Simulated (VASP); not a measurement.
# Si (R-3) in VASP: a series of runs, part 2 of 2

VASP 6.6.1.

## 3. Electric field gradients, rev-vdW-DF2 (atoms moved at random, drawn with an rms of 0.15 Å)

Contents of INCAR:

```
PREC = Accurate ; ENCUT = 200
EDIFF = 1E-8 ; ISMEAR = 0
SIGMA = 0.01 ; LREAL = F
LASPH = T ; NELM = 80
ALGO = Normal ; ISIF = 2
LWAVE = F ; LCHARG = F
GGA = MK ; LUSE_VDW = T
AGGAC = 0.0 ; PARAM1 = 0.1234
PARAM2 = 0.711357 ; ZAB_VDW = -1.8867
LEFG = T
```

Contents of KPOINTS:

```
regular mesh
0
Gamma
  2 2 2
```

Contents of POSCAR:

```
Si
5.7592
    0.818383677698      0.472494036620      0.327128576990
   -0.818383677698      0.472494036620      0.327128576990
    0.000000000000     -0.944988073239      0.327128576990
Si
8
Direct
    0.5034380000      0.0174030000      0.6919210000
    0.2943800000      0.2677610000      0.2586100000
    0.7161820000      0.5001030000      0.0041740000
    0.4437230000      0.9428750000      0.2359230000
    0.2618540000      0.4733950000      0.9801520000
    0.7288980000      0.7292340000      0.7468970000
    0.9824900000      0.2886830000      0.4837400000
    0.0188570000      0.7254140000      0.5391970000
```

Potentials or basis: VASP PAW PBE potentials, release 64 (Si).

On the command line:

```bash
> cat potpaw_PBE.64/Si/POTCAR > POTCAR
> mpirun -np 1 vasp_std > vasp.out
```

OUTCAR:

```text
PREC = Accurate
   ENCUT = 200
   EDIFF = 1E-8
   ISMEAR = 0
   LREAL = F
   LASPH = T
   NELM = 80
   ISIF = 2
   GGA = MK

 ion  position               nearest neighbor table
   1  0.503  0.017  0.692-   3 2.29   8 2.35   4 2.39   6 2.47
   2  0.294  0.268  0.259-   5 2.29   4 2.29   7 2.56   6 2.62   6 3.05
   3  0.716  0.500  0.004-   1 2.29   6 2.30   8 2.51   5 2.52
   4  0.444  0.943  0.236-   5 2.21   2 2.29   1 2.39   7 2.55
   5  0.262  0.473  0.980-   4 2.21   2 2.29   7 2.35   3 2.52
   6  0.729  0.729  0.747-   3 2.30   8 2.36   1 2.47   2 2.62   2 3.05
   7  0.982  0.289  0.484-   8 2.35   5 2.35   4 2.55   2 2.56
   8  0.019  0.725  0.539-   7 2.35   1 2.35   6 2.36   3 2.51

  LATTYP: Found a trigonal (rhomboedric) cell.
 ALAT       =     5.7592448192
 COS(alpha) =    -0.3394828395

  Lattice vectors:

 A1 = (   4.7132352766,   2.7211876557,   1.8839989006)
 A2 = (  -4.7132352766,   2.7211876557,   1.8839989006)
 A3 = (   0.0000000000,  -5.4423753114,   1.8839989006)

Analysis of symmetry for initial positions (statically):
=====================================================================
 Subroutine PRICEL returns:
 Original cell was already a primitive cell.

 Routine SETGRP: Setting up the symmetry group for a
 trigonal (rhombohedral) supercell.

 Subroutine GETGRP returns: Found  1 space group operations
 (whereof  1 operations were pure point group operations)
 out of a pool of 12 trial point group operations.

The static configuration has the point symmetry C_1 .

Analysis of symmetry for dynamics (positions and initial velocities):
=====================================================================
 Subroutine PRICEL returns:
 Original cell was already a primitive cell.

 Routine SETGRP: Setting up the symmetry group for a
 trigonal (rhombohedral) supercell.

 Subroutine GETGRP returns: Found  1 space group operations
 (whereof  1 operations were pure point group operations)
 out of a pool of 12 trial point group operations.

The dynamic configuration has the point symmetry C_1 .

 Subroutine INISYM returns: Found  1 space group operations
 (whereof  1 operations are pure point group operations),
 and found     1 'primitive' translations

----------------------------------------------------------------------------------------

                                     Primitive cell

  volume of cell :     144.9805

  direct lattice vectors                    reciprocal lattice vectors
     4.713235277  2.721187656  1.883998901     0.106084244  0.061247767  0.176928624
    -4.713235277  2.721187656  1.883998901    -0.106084244  0.061247767  0.176928624
     0.000000000 -5.442375311  1.883998901     0.000000000 -0.122495533  0.176928624

  length of vectors
     5.759244819  5.759244819  5.759244819     0.215195013  0.215195013  0.215195013

  position of ions in fractional coordinates (direct lattice)
     0.503438000  0.017403000  0.691921000
     0.294380000  0.267761000  0.258610000
     0.716182000  0.500103000  0.004174000
     0.443723000  0.942875000  0.235923000
[... 108 lines left out ...]
 NGX is ok and might be reduce to    28
   NGX = 13   NGY = 13   NGZ = 13

 number of electron      32.0000006 magnetization

 Free energy of the ion-electron system (eV)
  ---------------------------------------------------
  ext. energy  EPLUGINS =         0.00000000
  ---------------------------------------------------
  free energy    TOTEN  =       -32.51702543 eV

  energy without entropy =      -32.51702543  energy(sigma->0) =      -32.51702543

 E-fermi :   7.0396     XC(G=0): -10.0107

 val. band max:        6.9848389573   @ k =  -0.0000  -0.0000   0.5000
 cond. band min:       7.1482921999   @ k =  -0.0000   0.5000   0.0000
 fundamental gap:      0.1634532426
 Fermi energy:         7.0395556793

 k-point     1 :       0.0000    0.0000    0.0000
  band No.  band energies     occupation
      1      -5.5775      2.00000
      2      -1.4113      2.00000
      3      -0.7988      2.00000
      4      -0.6351      2.00000
      5      -0.3879      2.00000
      6       0.5705      2.00000
[... 181 lines left out ...]
     20       9.5550      0.00000
     21       9.9405      0.00000

------------------------ aborting loop because EDIFF is reached ----------------------------------------

  FORCE on cell =-STRESS in cart. coord.  units (eV):
  Direction    XX          YY          ZZ          XY          YZ          ZX
  --------------------------------------------------------------------------------------
  -------------------------------------------------------------------------------------
  Total       -0.2572545      1.4887232      1.1195783     -2.2021596      0.3015528     -2.3821791
  in kB       -2.8429165     16.4518613     12.3724456    -24.3360370      3.3324564    -26.3254302
  external PRESSURE =       8.6604635 kB  Pullay stress =       0.0000000 kB

 VOLUME and BASIS-vectors are now :
 -----------------------------------------------------------------------------
  energy-cutoff  :      200.00
  volume of cell :      144.98
      direct lattice vectors                 reciprocal lattice vectors
     4.713235277  2.721187656  1.883998901     0.106084244  0.061247767  0.176928624
    -4.713235277  2.721187656  1.883998901    -0.106084244  0.061247767  0.176928624
     0.000000000 -5.442375311  1.883998901     0.000000000 -0.122495533  0.176928624

 POSITION                                       TOTAL-FORCE (eV/Angst)
 -----------------------------------------------------------------------------------
      2.29080     -2.34839      2.28484         1.070557     -0.133098     -0.493689
      0.12546      0.12224      1.54629        -0.977844     -1.451865      1.094228
      1.01843      3.28702      2.29934        -0.605662     -0.947334      0.880493
     -2.35262      2.48921      3.05683        -0.139431      0.234868      2.355206
     -0.99704     -3.33360      3.23181         1.070917      0.535794     -0.951705
     -0.00158     -0.09704      4.15427        -0.675114      0.970047     -1.152875
      3.27008      0.82641      3.30625         0.446061      0.237360     -1.041767
     -3.33017     -0.90921      2.41805        -0.189484      0.554228     -0.689891
 -----------------------------------------------------------------------------------
    total drift:                               -0.000134      0.000260     -0.000009

  FREE ENERGIE OF THE ION-ELECTRON SYSTEM (eV)
  ---------------------------------------------------
  free  energy   TOTEN  =       -32.5170254277 eV

  energy  without entropy=      -32.5170254277  energy(sigma->0) =      -32.51702543

Total vdW correction in eV:      3.7364253

 Electric field gradients (V/A^2)
---------------------------------------------------------------------
 ion       V_xx      V_yy      V_zz      V_xy      V_xz      V_yz
---------------------------------------------------------------------
   1       8.581     8.805   -17.386   -10.879    17.279    -2.330
   2     -12.520     2.616     9.904    17.750     1.372    -0.163
   3       8.347     2.819   -11.166    12.832    11.414     4.277
   4     -13.331    20.087    -6.757     5.636    32.121    -3.014
   5       8.207     2.440   -10.646    18.188     6.327     7.582
   6      -2.501   -17.207    19.708     9.435    -3.328     1.455
   7       1.964     2.626    -4.590     9.167     4.501     5.580
   8      -3.310    -2.642     5.952    -7.342     1.203   -15.631
---------------------------------------------------------------------

 Electric field gradients after diagonalization (V/A^2)
 (convention: |V_zz| > |V_xx| > |V_yy|)
----------------------------------------------------------------------
 ion       V_xx      V_yy      V_zz     asymmetry (V_yy - V_xx)/ V_zz
----------------------------------------------------------------------
   1      24.621     1.633   -26.254       0.876
   2      14.430     9.863   -24.293       0.188
   3     -16.590    -6.126    22.716       0.461
   4      23.188    19.755   -42.943       0.080
   5     -14.757   -11.551    26.307       0.122
   6      20.196     1.805   -22.000       0.836
   7      -7.723    -6.464    14.187       0.089
   8     -16.646    -2.564    19.210       0.733
----------------------------------------------------------------------

           NMR quadrupolar parameters

 Cq : quadrupolar parameter    Cq=e*Q*V_zz/h
 eta: asymmetry parameters     (V_yy - V_xx)/ V_zz
 Q  : nuclear electric quadrupole moment in mb (millibarn)
----------------------------------------------------------------------
 ion       Cq(MHz)       eta       Q (mb)
----------------------------------------------------------------------
   1      -0.063       0.876       1.000
   2      -0.059       0.188       1.000
   3       0.055       0.461       1.000
   4      -0.104       0.080       1.000
   5       0.064       0.122       1.000
   6      -0.053       0.836       1.000
   7       0.034       0.089       1.000
   8       0.046       0.733       1.000
----------------------------------------------------------------------
```

Wall time 26 s (1 thread of Intel Xeon 6975P-C (Granite Rapids), shared host); peak memory 0.3 GiB.

The run converged, but a check on its numbers failed (symmetry, net force, bounds or a known fault of this set-up), so they aren't taken as properties of the crystal.

Caveat: the k mesh is coarse (spacing up to 0.68 Å⁻¹), so the values aren't converged; the cutoff lies under the usual one of these potentials, so the numbers hold a large basis-set error; the PAW data sets were made with another functional, which shifts forces and pressure a little.

## 4. Density of states, PBE+TS

Contents of run.py:

```python
from ase.calculators.vasp import Vasp
from ase.dft.dos import DOS
from ase.spacegroup import crystal

atoms = crystal(
    ['Si', 'Si'],
    basis=[[0.10183599, 0.7020139, 0.41692451], [0.0, 0.0, 0.28715485]],
    spacegroup=148,
    setting=1,
    cellpar=[9.42647055, 9.42647055, 5.6519967, 90.0, 90.0, 120.0],
    primitive_cell=True,
)
calc = Vasp(
    directory='calc',
    xc='pbe',
    pp='PBE',
    setups='materialsproject',
    prec='Accurate',
    encut=520,
    ediff=1e-07,
    ismear=0,
    sigma=0.01,
    lreal=False,
    lasph=True,
    nelm=80,
    algo='Fast',
    isif=2,
    lwave=False,
    lcharg=False,
    ivdw=2,
    lorbit=11,
    kpts=[6, 6, 6],
    gamma=True,
)
atoms.calc = calc

print('energy (eV):', atoms.get_potential_energy())
print('free energy (eV):', atoms.get_potential_energy(force_consistent=True))
print('forces (eV/A):')
print(atoms.get_forces())
print('stress (eV/A^3, Voigt):', atoms.get_stress())
print('Fermi level (eV):', calc.get_fermi_level())
dos = DOS(calc, width=0.1, window=(-10, 10), npts=301)
print('E - E_F (eV), DOS (1/eV)')
for e, g in zip(dos.get_energies(), dos.get_dos()):
    print(f'{e:8.3f} {g:10.4f}')
```

On the command line:

```bash
> python run.py
```

Wall time 2 min (1 thread of Intel Xeon 6975P-C (Granite Rapids), shared host); peak memory 0.35 GiB.

The run converged. Its results:

```
Free energy                                           : -44.2739 eV
Pressure                                              : -0.4 GPa
Largest force                                         : 0.096 eV/Å
Band gap on the k mesh                                : none (metal or under the smearing width)
Valence electrons inside the program's atomic spheres : Si 1.67, 1.65
Dispersion energy per atom                            : -0.271 eV
```

Forces in eV/Å, atoms in the order of the input:
```
Si  -0.044  0.043  0.074
Si  -0.059 -0.017 -0.074
Si   0.015  0.060 -0.074
Si  -0.015 -0.060  0.074
Si   0.059  0.017  0.074
Si   0.044 -0.043 -0.074
Si   0.000  0.000 -0.091
Si   0.000  0.000  0.091
```

Stress tensor (GPa, compression positive):
```
-0.43  0.00  0.00
 0.00 -0.43  0.00
 0.00  0.00 -0.19
```

Levels at points of the mesh, in eV from the Fermi level:
```
           k point  band 13  band 14  band 15  band 16  band 17  band 18  band 19  band 20
(0.00, 0.00, 0.00)    -3.97    -1.32    -1.32    -0.79     1.79     2.03     2.03     4.03
(0.50, 0.00, 0.00)    -1.79    -1.64    -1.37    -1.03     0.00     0.99     2.04     2.17
(0.50, 0.50, 0.00)    -2.28    -1.80    -1.62    -1.19     0.49     0.93     1.39     2.12
(0.50, 0.50, 0.50)    -2.30    -1.98     0.18     0.18     1.73     2.46     2.76     2.80
```

States per cell in windows of 0.5 eV (zero at the Fermi level; states under -8 eV left out):
```
from (eV)  total  Si7_p  Si8_p  Si3_p  Si4_p  Si1_p  Si2_p
     -8.0   0.87   0.01   0.01   0.01   0.01   0.01   0.01
     -7.5   0.95   0.01   0.01   0.01   0.01   0.01   0.01
     -7.0   1.18   0.02   0.02   0.02   0.02   0.02   0.02
     -6.5   0.75   0.01   0.01   0.01   0.01   0.01   0.01
     -6.0   1.06   0.02   0.02   0.03   0.03   0.03   0.03
     -5.5   1.95   0.06   0.06   0.05   0.05   0.05   0.05
     -5.0   1.08   0.03   0.03   0.03   0.03   0.03   0.03
     -4.5   1.36   0.05   0.05   0.05   0.05   0.05   0.05
     -4.0   1.56   0.06   0.06   0.06   0.06   0.06   0.06
     -3.5   1.97   0.07   0.07   0.08   0.08   0.08   0.08
     -3.0   2.03   0.09   0.09   0.08   0.08   0.08   0.08
     -2.5   2.60   0.11   0.11   0.11   0.11   0.11   0.11
     -2.0   2.82   0.12   0.12   0.14   0.14   0.14   0.14
     -1.5   2.18   0.11   0.11   0.10   0.10   0.10   0.10
     -1.0   1.05   0.05   0.05   0.05   0.05   0.05   0.05
     -0.5   0.22   0.01   0.01   0.01   0.01   0.01   0.01
      0.0   0.28   0.01   0.01   0.01   0.01   0.01   0.01
      0.5   1.28   0.03   0.03   0.03   0.03   0.03   0.03
      1.0   1.82   0.05   0.05   0.04   0.04   0.04   0.04
      1.5   2.13   0.06   0.06   0.05   0.05   0.05   0.05
      2.0   2.15   0.05   0.05   0.05   0.05   0.05   0.05
      2.5   1.88   0.05   0.05   0.05   0.05   0.05   0.05
      3.0   0.47   0.01   0.01   0.01   0.01   0.01   0.01
      3.5   0.00   0.00   0.00   0.00   0.00   0.00   0.00
```

Caveat: atom-pairwise D2, TS and ULG terms overbind metals; pairwise dispersion overbinds metals, which lowers pressure and volume.

## 5. For comparison

An earlier run on the cell as given: functional PBE; potentials or basis VASP PAW PBE potentials, release 64 (Si); cutoff 520 eV; k mesh 6 × 6 × 6; occupations fermi-dirac, width 0.05 eV; no spin polarisation.

* Pressure: 0.9 GPa
* Largest force: 0.148 eV/Å
* Band gap on the k mesh: none (metal or under the smearing width)

## 6. Overview

```tsv
task	level	smearing	gap on the mesh (eV)	pressure (GPa)	largest force (eV/Å)
optical spectrum	optB88-vdW	fermi-dirac 0.05 eV	none	1.9	0.12
density of states	PBE+TS	gaussian 0.01 eV	none	-0.4	0.10
single point	PBE	fermi-dirac 0.05 eV	none	0.9	0.15
```

Alike in all rows: potentials or basis VASP PAW PBE potentials, release 64 (Si); no spin polarisation; cell as given; k mesh 6 × 6 × 6; cutoff (eV) 520.

Every run on the cell as given and a fine mesh finds a metal. The pressure there spans -0.4 GPa (PBE+TS) to 1.9 GPa (optB88-vdW); a positive pressure means that this level wants a larger cell, a negative one a smaller.

Caveats: spectra need much finer meshes, so this one isn't converged (some runs); independent-particle spectra lack excitons (some runs); the intraband (Drude) part of a metal's response may be missing (some runs); the PAW data sets were made with another functional, which shifts forces and pressure a little (some runs); atom-pairwise D2, TS and ULG terms overbind metals (some runs); pairwise dispersion overbinds metals, which lowers pressure and volume (some runs).

Absolute energies hang on the potentials; compare differences alone.
